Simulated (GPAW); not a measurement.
## A Nb chain with a C atom on top of one atom: transmission at several levels

How well does a Nb chain with a C atom on top of one atom conduct at low bias, and how far do basis and functional move the answer?

Calculated with GPAW 26.7.0; GPAW LCAO, PAW setups; Landauer transmission from Green's functions with principal layers (ASE), zero bias.

**1. Set-up**

The cell holds 16 atoms: 15 Nb and 1 C. Cell: a = 9.000 Å, b = 9.000 Å, c = 35.250 Å, α = 90.0°, β = 90.0°, γ = 90.0°. Regions: left lead, 7 atoms (7 Nb); channel, 2 atoms (1 Nb and 1 C); right lead, 7 atoms (7 Nb). Vacuum lies along a and b. The structure is stacked along c, and the current runs across the ab planes.

**2. GPAW, dzp**

Localised orbitals split the wire into layers that couple to their neighbours alone, which is what the Green's function method needs; double zeta with polarisation is the usual level for numbers.

The input, run.py:

```python
import json
import numpy as np
from ase import Atoms
from ase.transport.calculators import TransportCalculator
from gpaw import GPAW, FermiDirac
from gpaw.lcao.tools import get_lcao_hamiltonian
from scipy.linalg import eigh

# The junction with lead layers at both ends, along the third cell vector
device = Atoms(
    ['Nb', 'Nb', 'Nb', 'Nb', 'Nb', 'Nb', 'Nb', 'Nb', 'C', 'Nb', 'Nb', 'Nb', 'Nb', 'Nb', 'Nb', 'Nb'],
    positions=[
        [4.50000, 4.50000, 1.17500],
        [4.50000, 4.50000, 3.52500],
        [4.50000, 4.50000, 5.87500],
        [4.50000, 4.50000, 8.22500],
        [4.50000, 4.50000, 10.57500],
        [4.50000, 4.50000, 12.92500],
        [4.50000, 4.50000, 15.27500],
        [4.50000, 4.50000, 17.62500],
        [6.12950, 4.50000, 17.62500],
        [4.50000, 4.50000, 19.97500],
        [4.50000, 4.50000, 22.32500],
        [4.50000, 4.50000, 24.67500],
        [4.50000, 4.50000, 27.02500],
        [4.50000, 4.50000, 29.37500],
        [4.50000, 4.50000, 31.72500],
        [4.50000, 4.50000, 34.07500]],
    cell=[[9.0, 0.0, 0.0], [0.0, 9.0, 0.0], [0.0, 0.0, 35.25]],
    pbc=True)

# One principal layer of the lead: the first 5 atoms of the device
lead = Atoms(
    ['Nb', 'Nb', 'Nb', 'Nb', 'Nb'],
    positions=[
        [4.50000, 4.50000, 1.17500],
        [4.50000, 4.50000, 3.52500],
        [4.50000, 4.50000, 5.87500],
        [4.50000, 4.50000, 8.22500],
        [4.50000, 4.50000, 10.57500]],
    cell=[[9.0, 0.0, 0.0], [0.0, 9.0, 0.0], [0.0, 0.0, 11.75]],
    pbc=True)

settings = dict(mode='lcao', basis='dzp', xc='PBE', h=0.2,
                occupations=FermiDirac(0.1), maxiter=250,
                mixer=dict(beta=0.1, nmaxold=8, weight=100.0),
                convergence=dict(density=0.0001))
energies = np.arange(-3, 3 + 1e-9, 0.075)
eta = 0.0001
n1, n2 = 1, 1
# k and -k transmit alike, so half of the mesh across the current serves
mesh = [(i, j) for i in range(n1) for j in range(n2) if (i, j) <= (-i % n1, -j % n2)]
weights = np.array([1 if (i, j) == (-i % n1, -j % n2) else 2 for i, j in mesh]) / (n1 * n2)

# [... helper functions left out ...]
fermi_lead = ground_state(lead, (1, 1, 10), 'lead.txt')
fermi_device = ground_state(device, (1, 1, 2), 'device.txt')
# [... loop over the mesh left out, but for ...]
        # Shift the lead onto the potential of the device's first layer
        shift = ((H[:, 0, 0] - H0[:, 0, 0]) / S0[0, 0]).real.mean()
# [...]
kT = 8.617333e-5 * 300
bias = [0.1, 0.2, 0.5, 1.0, 1.5, 2.0]
# [... integrals and printing left out ...]
```

On the command line:

```console
$ OMP_NUM_THREADS=1 OPENBLAS_NUM_THREADS=1 python run.py
```

What it wrote:

```text
basis functions: device 448, principal layer 145
Fermi level: lead -2.3976 eV, device -2.4607 eV; lead shifted by -0.0160 eV
largest coupling past the next layer 3.08e-07 eV, largest misfit of the first layer 0.047 eV
  E-E_F (eV)   T (one spin)  [channel counts left out]
    -3.000    9.9697e-01
    -2.925    9.9710e-01
    -2.850    9.9665e-01
    -2.775    9.9611e-01
    -2.700    9.9573e-01
    -2.625    9.9562e-01
    -2.550    1.8362e+00
    -2.475    1.9766e+00
    -2.400    2.0649e+00
    -2.325    2.1255e+00
    -2.250    2.1692e+00
    -2.175    2.1995e+00
    -2.100    2.2218e+00
    -2.025    2.2305e+00
    -1.950    2.2053e+00
    -1.875    1.9047e+00
[...]
2.475    1.9811e+00
     2.550    1.5362e+00
     2.625    1.3167e+00
     2.700    1.6115e+00
     2.775    1.7029e+00
     2.850    1.7447e+00
     2.925    1.7665e+00
     3.000    1.7726e+00
conductance at 300 K: 3.3421 G0 a cell; thermopower -0.9283 uV/K
current from the zero-bias T(E) at 0.1 V: 25.866 uA
current from the zero-bias T(E) at 0.2 V: 51.56 uA
current from the zero-bias T(E) at 0.5 V: 126.22 uA
current from the zero-bias T(E) at 1.0 V: 237.84 uA
current from the zero-bias T(E) at 1.5 V: 338.31 uA
current from the zero-bias T(E) at 2.0 V: 440.71 uA
```

Wall time 5.2 min (1 thread of Arm Neoverse V1, shared host); peak memory 1.5 GiB.

This step gave:

- conductance: 3.342 G₀
- largest coupling past the next principal layer: 3.08e-7 eV
- largest misfit of the first principal layer: 0.04673 eV
- shift that aligns the lead: -0.01595 eV
- basis functions of the junction: 448
- basis functions of a principal layer: 145
- transmission at the Fermi level (one spin): 3.356

One spin. Transmission, zone mean against energy, zero at the Fermi level:

```tsv
energy (eV)	transmission, zone mean
-3.00	0.997
-2.70	0.996
-2.40	2.06
-2.17	2.20
-2.02	2.23
-1.88	1.90
-1.57	2.42
-1.27	2.42
-1.12	2.43
-0.97	2.40
-0.75	1.93
-0.45	2.29
-0.15	3.17
0.00	3.36
0.07	3.36
0.15	3.34
0.45	3.22
0.75	3.11
0.97	3.04
1.27	2.99
1.57	2.91
1.88	1.79
2.17	1.88
2.40	1.95
2.48	1.98
2.70	1.61
3.00	1.77
```

Not self-consistent under bias; the bias window is split evenly. The current through one cell, from the zero-bias transmission by bias:

```tsv
bias (V)	current through one cell, from the zero-bias transmission (μA)
0.100	25.9
0.200	51.6
0.500	126
1.000	238
1.500	338
2.000	441
```

The transmission of the three most open eigenchannels by energy, zero at the Fermi level:

```tsv
energy (eV)	channel 1	channel 2	channel 3
-3.00	0.997	2.2e-6	0
-2.85	0.997	2.2e-6	0
-2.70	0.996	2.2e-6	6.4e-11
-2.55	0.996	0.773	0.0678
-2.33	0.996	0.911	0.218
-2.17	0.996	0.913	0.290
-2.02	0.996	0.891	0.344
-1.88	0.994	0.525	0.386
-1.73	0.997	0.992	0.421
-1.57	0.987	0.983	0.448
-1.35	0.973	0.972	0.469
-1.20	0.970	0.948	0.492
-1.05	0.970	0.884	0.522
-0.90	0.973	0.659	0.597
-0.75	0.974	0.710	0.138
-0.60	0.974	0.836	0.195
-0.38	0.967	0.946	0.287
-0.23	0.963	0.954	0.486
-0.07	0.958	0.954	0.572
0.00	0.956	0.953	0.592
0.07	0.955	0.954	0.604
0.23	0.960	0.956	0.626
0.38	0.965	0.960	0.645
0.60	0.971	0.968	0.674
0.75	0.976	0.974	0.680
0.90	0.983	0.976	0.686
1.05	0.990	0.977	0.706
1.20	0.995	0.977	0.732
1.35	0.997	0.976	0.758
1.57	0.988	0.976	0.801
1.73	0.977	0.829	0.0259
1.88	0.973	0.814	1.7e-6
2.02	0.972	0.869	1.7e-6
2.17	0.974	0.904	1.6e-6
2.33	0.979	0.940	1.5e-6
2.55	0.988	0.548	1.3e-6
2.70	0.995	0.616	1.4e-6
2.85	0.998	0.746	1.3e-6
3.00	0.980	0.793	1.2e-6
```

Couplings past the next layer reach 3.1e-7 eV, small enough to drop; the matrix elements of the cell's first layer differ from the bulk lead's by up to 0.047 eV. That layer keeps its own values in the calculation, and only beyond it is the lead taken as perfect. The Fermi levels of lead and junction count from different zeros of potential, one for each periodic cell; with both set to zero, the small remaining shift is what aligns them. By hand: G = 3.342 × 77.48 μS = 259 μS, a resistance of 3.86 kΩ; at 0.1 V a linear junction would pass 25.9 μA, and the integral over the bias window gives 25.9 μA.

**3. GPAW, szp: basis = "szp(dzp)"**

The second zeta is dropped, the polarisation orbitals stay.

Edit run.py of step 2 so:

```diff
@@ -43,3 +43,3 @@
 
-settings = dict(mode='lcao', basis='dzp', xc='PBE', h=0.2,
+settings = dict(mode='lcao', basis='szp(dzp)', xc='PBE', h=0.2,
                 occupations=FermiDirac(0.1), maxiter=250,
```

What it wrote:

```text
basis functions: device 249, principal layer 80
Fermi level: lead -2.5972 eV, device -2.6785 eV; lead shifted by -0.0084 eV
largest coupling past the next layer 3.00e-07 eV, largest misfit of the first layer 0.047 eV
  E-E_F (eV)   T (one spin)  [channel counts left out]
    -3.000    9.8597e-01
    -2.925    9.8789e-01
    -2.850    9.8887e-01
    -2.775    9.8961e-01
    -2.700    9.9034e-01
    -2.625    9.9109e-01
    -2.550    9.9177e-01
    -2.475    1.7877e+00
    -2.400    1.9698e+00
    -2.325    2.0627e+00
    -2.250    2.1227e+00
    -2.175    2.1648e+00
    -2.100    2.1935e+00
    -2.025    2.2056e+00
    -1.950    2.1701e+00
    -1.875    1.5602e+00
[...]
2.475    1.9113e+00
     2.550    1.9338e+00
     2.625    1.9715e+00
     2.700    1.9467e+00
     2.775    1.1329e+00
     2.850    1.5685e+00
     2.925    1.6682e+00
     3.000    1.6920e+00
conductance at 300 K: 3.2868 G0 a cell; thermopower -1.139 uV/K
current from the zero-bias T(E) at 0.1 V: 25.438 uA
current from the zero-bias T(E) at 0.2 V: 50.714 uA
current from the zero-bias T(E) at 0.5 V: 124.2 uA
current from the zero-bias T(E) at 1.0 V: 234.2 uA
current from the zero-bias T(E) at 1.5 V: 334.07 uA
current from the zero-bias T(E) at 2.0 V: 433.67 uA
```

The job ended after 2.7 min (1 thread; peak memory 1.4 GiB).

This step gave:

* conductance: 3.287 G₀
* largest coupling past the next principal layer: 3.00e-7 eV
* largest misfit of the first principal layer: 0.04747 eV
* shift that aligns the lead: -0.008398 eV
* basis functions of the junction: 249
* basis functions of a principal layer: 80
* transmission at the Fermi level (one spin): 3.300

One spin. Transmission, zone mean against energy, zero at the Fermi level:

```tsv
energy (eV)	transmission, zone mean
-3.00	0.986
-2.85	0.989
-2.70	0.990
-2.55	0.992
-2.33	2.06
-2.17	2.16
-2.02	2.21
-1.88	1.56
-1.73	2.40
-1.57	2.41
-1.43	2.42
-1.35	2.42
-1.20	2.41
-1.05	2.36
-0.90	2.16
-0.75	1.88
-0.60	2.07
-0.38	2.37
-0.23	2.94
-0.07	3.24
0.00	3.30
0.07	3.31
0.23	3.27
0.38	3.20
0.60	3.12
0.75	3.08
0.90	3.03
1.05	3.01
1.20	2.99
1.35	2.98
1.57	2.95
1.73	2.90
1.88	2.85
2.02	1.85
2.17	1.86
2.33	1.88
2.55	1.93
2.70	1.95
2.85	1.57
3.00	1.69
```

Not self-consistent under bias; the bias window is split evenly. The current through one cell, from the zero-bias transmission by bias:

```tsv
bias (V)	current through one cell, from the zero-bias transmission (μA)
0.100	25.4
0.200	50.7
0.500	124
1.000	234
1.500	334
2.000	434
```

Transmission of the three most open eigenchannels against energy, zero at the Fermi level:

```tsv
energy (eV)	channel 1	channel 2	channel 3
-3.0000	0.986	1.8e-5	0
-2.7750	0.990	1.9e-5	0
-2.4750	0.992	0.735	0.0604
-2.2500	0.993	0.910	0.220
-2.0250	0.992	0.892	0.321
-1.7250	0.996	0.987	0.414
-1.5000	0.981	0.977	0.462
-1.2750	0.978	0.952	0.484
-0.9750	0.979	0.732	0.564
-0.7500	0.978	0.744	0.115
-0.5250	0.973	0.900	0.240
-0.2250	0.961	0.961	0.501
0.0000	0.960	0.957	0.587
0.2250	0.965	0.957	0.592
0.5250	0.972	0.966	0.617
0.7500	0.975	0.975	0.636
0.9750	0.982	0.976	0.658
1.2750	0.992	0.976	0.706
1.5000	0.997	0.975	0.744
1.7250	0.994	0.972	0.763
2.0250	0.976	0.870	2.9e-5
2.2500	0.982	0.893	2.9e-5
2.4750	0.992	0.919	3.0e-5
2.7750	0.998	0.135	3.9e-5
3.0000	0.964	0.728	3.2e-5
```

The conductance, 3.29 G₀, lies 1.7 % below that of the dzp run.

**4. Minimal basis**

One function for each valence shell of the setup, as for a first survey of a large system.

Edit run.py of step 3 so:

```diff
@@ -43,3 +43,3 @@
 
-settings = dict(mode='lcao', basis='szp(dzp)', xc='PBE', h=0.2,
+settings = dict(mode='lcao', basis='sz(dzp)', xc='PBE', h=0.2,
                 occupations=FermiDirac(0.1), maxiter=250,
```

What it wrote:

```text
basis functions: device 199, principal layer 65
Fermi level: lead -2.6646 eV, device -2.7599 eV; lead shifted by -0.0046 eV
largest coupling past the next layer 2.93e-07 eV, largest misfit of the first layer 0.048 eV
  E-E_F (eV)   T (one spin)  [channel counts left out]
    -3.000    9.7849e-01
    -2.925    9.8126e-01
    -2.850    9.8288e-01
[...]
2.925    1.5015e+00
     3.000    1.6121e+00
conductance at 300 K: 3.1957 G0 a cell; thermopower -1.227 uV/K
current from the zero-bias T(E) at 0.1 V: 24.734 uA
current from the zero-bias T(E) at 0.2 V: 49.317 uA
current from the zero-bias T(E) at 0.5 V: 120.84 uA
current from the zero-bias T(E) at 1.0 V: 228.4 uA
current from the zero-bias T(E) at 1.5 V: 328.47 uA
current from the zero-bias T(E) at 2.0 V: 430.58 uA
```

It took 1.9 min on 1 thread; peak memory 1.3 GiB.

Numbers from this step:

```
conductance                                    : 3.196 G₀
largest coupling past the next principal layer : 2.93e-7 eV
largest misfit of the first principal layer    : 0.04807 eV
shift that aligns the lead                     : -0.004627 eV
basis functions of the junction                : 199
basis functions of a principal layer           : 65
transmission at the Fermi level (one spin)     : 3.208
```

One spin. Table of transmission, zone mean by energy, zero at the Fermi level:

```tsv
energy (eV)	transmission, zone mean
-3.00	0.978
-2.85	0.983
-2.70	0.985
-2.55	0.987
-2.33	2.08
-2.17	2.16
-2.02	2.05
-1.88	2.35
-1.73	2.38
-1.57	2.41
-1.35	2.42
-1.27	2.42
-1.20	2.41
-1.05	2.40
-0.90	2.32
-0.75	2.09
-0.60	2.09
-0.38	2.33
-0.23	2.86
-0.07	3.15
0.00	3.21
0.07	3.22
0.23	3.19
0.38	3.13
0.60	3.07
0.75	3.03
0.90	3.00
1.05	2.98
1.20	2.98
1.35	2.97
1.57	2.96
1.73	2.92
1.88	2.91
2.02	2.93
2.17	1.87
2.33	1.88
2.55	1.89
2.70	1.92
2.85	1.12
3.00	1.61
```

The conductance, 3.20 G₀, lies 4.4 % below that of the dzp run.

**5. LDA in the dzp basis: xc = "LDA"**

Back in the dzp basis, the functional changes from PBE to LDA, to set the spread between functionals beside that between bases.

Edit run.py of step 4 so:

```diff
@@ -43,3 +43,3 @@
 
-settings = dict(mode='lcao', basis='sz(dzp)', xc='PBE', h=0.2,
+settings = dict(mode='lcao', basis='dzp', xc='LDA', h=0.2,
                 occupations=FermiDirac(0.1), maxiter=250,
```

What it wrote:

```text
basis functions: device 448, principal layer 145
Fermi level: lead -2.6332 eV, device -2.7000 eV; lead shifted by -0.0174 eV
largest coupling past the next layer 1.93e-07 eV, largest misfit of the first layer 0.050 eV
  E-E_F (eV)   T (one spin)  [channel counts left out]
    -3.000    9.9757e-01
    -2.925    9.9738e-01
    -2.850    9.9698e-01
[...]
2.925    1.7911e+00
     3.000    8.6899e-01
conductance at 300 K: 3.4073 G0 a cell; thermopower -1.098 uV/K
current from the zero-bias T(E) at 0.1 V: 26.367 uA
current from the zero-bias T(E) at 0.2 V: 52.541 uA
current from the zero-bias T(E) at 0.5 V: 128.44 uA
current from the zero-bias T(E) at 1.0 V: 241.6 uA
current from the zero-bias T(E) at 1.5 V: 343.61 uA
current from the zero-bias T(E) at 2.0 V: 448.03 uA
```

Elapsed: 4 min, on 1 thread; peak memory 1.5 GiB.

This step gave:

```yaml
conductance: 3.407 G₀
largest_coupling_past_the_next_principal_layer: 1.93e-7 eV
largest_misfit_of_the_first_principal_layer: 0.05032 eV
shift_that_aligns_the_lead: -0.01742 eV
basis_functions_of_the_junction: 448
basis_functions_of_a_principal_layer: 145
transmission_at_the_fermi_level_one_spin: 3.423
```

The conductance, 3.41 G₀, lies 2.0 % above that of the dzp run.

**6. The ladder**

Times are for 1 thread of Arm Neoverse V1, shared host. The runs compared:

```tsv
no.	run	conductance (G₀)	time	memory (GiB)
1	dzp	3.342	5.2 min	1.5
2	szp	3.287	2.7 min	1.4
3	sz	3.196	1.9 min	1.3
4	dzp LDA	3.407	4 min	1.5
```

**7. Comparison**

The curves are compared point by point over the common energies.

This step: comparison of transmission and cost over codes and levels (GPAW 26.7.0).

Ladder, by row:

```tsv
step	code	T at the Fermi level (sum over the listed spins)	conductance (G0)	r.m.s. T(E) from the first	wall time (s)	peak memory (GiB)	threads
dzp	GPAW	3.356	3.342	0	310.8	1.49	1
szp	GPAW	3.3	3.287	0.2523	159	1.38	1
sz	GPAW	3.208	3.196	0.3173	112.9	1.31	1
dzp-LDA	GPAW	3.423	3.407	0.1186	239.5	1.5	1
```

Transmission, zone mean, sum over the listed spins against energy, zero at the Fermi level:

```tsv
energy (eV)	dzp	szp	sz	dzp-LDA
-3.0000	0.997	0.986	0.978	0.998
-2.7750	0.996	0.990	0.984	0.997
-2.4750	1.98	1.79	1.90	1.94
-2.2500	2.17	2.12	2.13	2.15
-2.0250	2.23	2.21	2.05	2.23
-1.7250	2.41	2.40	2.38	2.40
-1.5000	2.41	2.42	2.41	2.51
-1.4250	2.42	2.42	2.42	2.41
-1.2750	2.42	2.41	2.42	2.42
-1.1250	2.43	2.39	2.41	2.45
-0.9750	2.40	2.30	2.38	2.44
-0.7500	1.93	1.88	2.09	2.01
-0.5250	2.11	2.18	2.16	2.17
-0.2250	2.99	2.94	2.86	3.02
0.0000	3.36	3.30	3.21	3.42
0.0750	3.36	3.31	3.22	3.43
0.2250	3.31	3.27	3.19	3.39
0.5250	3.19	3.15	3.08	3.26
0.7500	3.11	3.08	3.03	3.16
0.9750	3.04	3.02	2.99	3.07
1.2750	2.99	2.99	2.97	3.02
1.5000	2.95	2.97	2.97	2.97
1.7250	1.84	2.90	2.92	1.84
2.0250	1.84	1.85	2.93	1.85
2.2500	1.90	1.87	1.87	1.91
2.4750	1.98	1.91	1.88	1.98
2.7750	1.70	1.13	1.96	1.73
3.0000	1.77	1.69	1.61	0.869
```

(Part 1 of 2 ends here.)

[Logs are printed without paths, hosts, clocks, repeated set-up lines and the standing remarks that a program may print on its own settings, such as how far it seeks lower states.]

[Hosts, paths, dates, database ids (printed as entryN), source tags and the programs' standing remarks are cut or masked in the printed files.]
